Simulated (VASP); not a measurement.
A calculation with VASP 6.6.1 of Be (ASE script, structure typed inline):

File run.py:

```python
from ase import Atoms
from ase.calculators.vasp import Vasp
from ase.dft.bandgap import bandgap

atoms = Atoms(
    ['Be', 'Be'],
    cell=[[2.2853, 0.0, 0.0], [-1.14265, 1.9791278553, 0.0], [0.0, 0.0, 3.5842]],
    scaled_positions=[[0.6666666667, 0.3333333333, 0.75], [0.3333333333, 0.6666666667, 0.25]],
    pbc=True,
)
calc = Vasp(
    directory='calc',
    xc='rpbe',
    pp='PBE',
    setups='recommended',
    prec='Accurate',
    encut=520,
    ediff=1e-06,
    ismear=0,
    sigma=0.02,
    lreal=False,
    lasph=True,
    nelm=100,
    algo='Normal',
    isif=2,
    lwave=False,
    lcharg=True,
    lelf=True,
    lvhar=True,
    kpts=[13, 13, 8],
    gamma=True,
    nbands=9,
)
atoms.calc = calc

print('energy (eV):', atoms.get_potential_energy())
print('free energy (eV):', atoms.get_potential_energy(force_consistent=True))
print('forces (eV/A):')
print(atoms.get_forces())
print('stress (eV/A^3, Voigt):', atoms.get_stress())
print('Fermi level (eV):', calc.get_fermi_level())
gap, top, bottom = bandgap(calc)
print('band gap (eV):', gap, 'from (spin, k, band)', top, 'to', bottom)
```

Potentials or basis: VASP PAW PBE potentials, release 64 (Be).

The run is started by

```bash
$ python run.py
```

**Question.** Write the same calculation in another form: native input, structure from a POSCAR.

**Answer.** As run:

The input INCAR:

```
PREC = Accurate
ENCUT = 520
EDIFF = 1E-7
ISMEAR = 0
SIGMA = 0.02
LREAL = F
LASPH = T
NELM = 100
ALGO = Normal
ISIF = 2
LWAVE = F
LCHARG = F
GGA = RP
```

Contents of KPOINTS:

```
Automatic mesh
0
Gamma
  13 13 8
```

The input POSCAR:

```
Be
1.0
    2.2853000000      0.0000000000      0.0000000000
   -1.1426500000      1.9791278553      0.0000000000
    0.0000000000      0.0000000000      3.5842000000
Be
2
Direct
    0.6666666667      0.3333333333      0.7500000000
    0.3333333333      0.6666666667      0.2500000000
```

Potentials or basis: VASP PAW PBE potentials, release 64 (Be).

Command:

```console
$ cat potpaw_PBE.64/Be/POTCAR > POTCAR
$ mpirun -np 1 vasp_std > vasp.out
```

Both were run:

|  | ASE script, structure typed inline | native input, structure from a POSCAR |
| --- | --- | --- |
| Pressure | 0.2 GPa | 0.2 GPa |
| Band gap on the k mesh | none (metal or under the smearing width) | none (metal or under the smearing width) |

Keys that steer only the numerical path or the files written may differ.

Caveat: the PAW data sets were made with another functional, which shifts forces and pressure a little.
